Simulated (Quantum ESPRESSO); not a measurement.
GaP: dielectric tensor and Born charges under several settings

```
Ga P
1.0
     0.00000    2.72525    2.72525
     2.72525    0.00000    2.72525
     2.72525    2.72525    0.00000
Ga P
1 1
Cartesian
  0.0000 0.0000 0.0000
  4.0879 4.0879 4.0879
```

All runs used Quantum ESPRESSO 7.5; k mesh 6 × 6 × 6, shifted; given cell; no spin polarisation; cutoff 1088 eV; occupations smeared at first, fixed for the response.

```tsv
level	potentials	pressure (GPa)	ε∞ (diagonal)	Born charge of atom 1 (e)
LDA	PseudoDojo 0.4.1 SR LDA standard	-2.9	11.07	2.10
PBE	PseudoDojo 0.4.1 SR PBE standard	2.6	10.51	2.15
PBEsol	PseudoDojo 0.4.1 SR PBEsol standard	-0.5	10.83	2.13
WC	PseudoDojo 0.4.1 SR PBE standard	-0.1	10.97	2.12
BLYP	PseudoDojo 0.4.1 SR PBE standard	?	?	?
AM05	PseudoDojo 0.4.1 SR PBE standard	-0.1	10.75	2.12
```

Q: What stands in the row left open?

A: Pressure 6.1 GPa; ε∞ 10.49; Born charge of atom 1 2.14 e.

Caveats: the potentials were made for another functional, which shifts forces and pressure (some runs); the cell is more than 3 GPa from zero pressure, which shifts response properties (some runs).

For the row left open. Caveat: the potentials were made for another functional, which shifts forces and pressure; the cell is more than 3 GPa from zero pressure, which shifts response properties.
